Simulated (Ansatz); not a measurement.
## SnTe: the change of energy less free atoms and pressure with volume scale

All results are calculated (Ansatz 0.2.0). Periodic Kohn-Sham DFT of a crystal at fixed atoms, scaled to volume_scale times the given cell; pressure positive in compression, energy less spherical unpolarised free atoms, largest_vzz the field gradient of largest size among the nuclei.

The cell before it is scaled or strained (space group Fm-3m, No. 225):
```
SnTe
1.0
      0.0000     3.1565     3.1565
      3.1565     0.0000     3.1565
      3.1565     3.1565     0.0000
Sn Te
1 1
Direct
  0.00000 0.00000 0.00000
  0.50000 0.50000 0.50000
```

Settings of every row: method all-electron LAPW; functional PBE; relativity scalar; k mesh 11x11x11; filling fermi-dirac; smearing width 0.08 eV; basis error target 0.25 meV/atom; nucleus gaussian.

Atom start moment: 0 on all atoms.

Limits: no spin-orbit coupling on heavy atoms; small gap, it may come from the mesh.

| row | volume scale | V (Å³/atom) | energy less free atoms (eV/atom) | pressure (GPa) |
| --- | --- | --- | --- | --- |
| 1 | 0.94 | 29.563 | -3.7144 | 5.504 |
| 2 | 0.95 | 29.877 | -3.7245 | 4.846 |
| 3 | 0.96 | 30.192 | -3.7334 | 4.223 |
| 4 | 0.98 | 30.821 | -3.7477 | 3.07 |
| 5 | 0.99 | 31.135 | -3.7532 | 2.538 |
| 6 | 1 | 31.45 | -3.7577 | 2.032 |
| 7 | 1.01 | 31.764 | -3.7612 | 1.553 |
| 8 | 1.02 | 32.079 | -3.7638 | 1.098 |
| 9 | 1.04 | 32.708 | -3.7664 | 0.255 |
| 10 | 1.05 | 33.022 | -3.7665 | -0.134 |
| 11 | 1.06 | 33.337 | ? | ? |

Question: what energy less free atoms and pressure should row 11 give?

Worked fit of energy less free atoms. Take u = (V_r/V)^(2/3) − 1 with V_r = 31.293 Å³ an atom, which is twice the finite (Eulerian) strain; such expansions in the strain, on which the Birch-Murnaghan equation of state is built, carry the rest volume and the bulk modulus. The shown rows have u = 0.03864, 0.03135, 0.02417, 0.01018, 0.00338, -0.00333, -0.00991, -0.0164, -0.02905, -0.03522. Least squares give energy less free atoms = −3.75557 + 0.6702 × u + 10.232 × u² eV/atom; a straight line predicts inner rows, each left out in turn, worse (root mean square 0.0049 against 1.1e-05 eV/atom). All shown rows lie on it to the printed digit. Its lowest point lies at u = -0.0328, or V = 32.9 Å³ an atom, and the curvature there gives the bulk modulus at fixed shape and fractions, B = (4/9)(1 + u)² E″(u)/V = 41.4 GPa. The withheld row has u = -0.04131, so the fit gives −3.75557 + 0.6702 × (-0.04131) + 10.232 × (-0.04131)² = -3.7658 eV/atom.

The calculation gave -3.7659 eV/atom. The fit lies 0.0001 eV/atom (0.19 % of the column's range) above it, one unit of the last digit. This row lies beyond the range of the fit.

Worked fit of pressure. Take u = (V_r/V)^(2/3) − 1 with V_r = 31.293 Å³ an atom, which is twice the finite (Eulerian) strain; such expansions in the strain, on which the Birch-Murnaghan equation of state is built, carry the rest volume and the bulk modulus. The shown rows have u = 0.03864, 0.03135, 0.02417, 0.01018, 0.00338, -0.00333, -0.00991, -0.0164, -0.02905, -0.03522. Least squares give pressure = 2.281 + 75.391 × u + 200.11 × u² + 185 × u³ GPa; a parabola predicts inner rows, each left out in turn, worse (root mean square 0.0019 against 0.00066 GPa). The rows lie off it by 0.000, -0.001, 0.000, 0.001, 0.000, 0.000, 0.000, 0.000, 0.000, 0.000. The pressure vanishes at u = -0.0331, or V = 32.91 Å³ an atom, and there the bulk modulus at fixed shape and fractions is B = −V dP/dV = (2/3)(1 + u) dP/du = 40.5 GPa. The withheld row has u = -0.04131, so the fit gives 2.281 + 75.391 × (-0.04131) + 200.11 × (-0.04131)² + 185 × (-0.04131)³ = -0.505 GPa.

The calculation gave -0.504 GPa. The fit lies 0.001 GPa (0.017 % of the column's range) below it, one unit of the last digit. This row lies beyond the range of the fit.
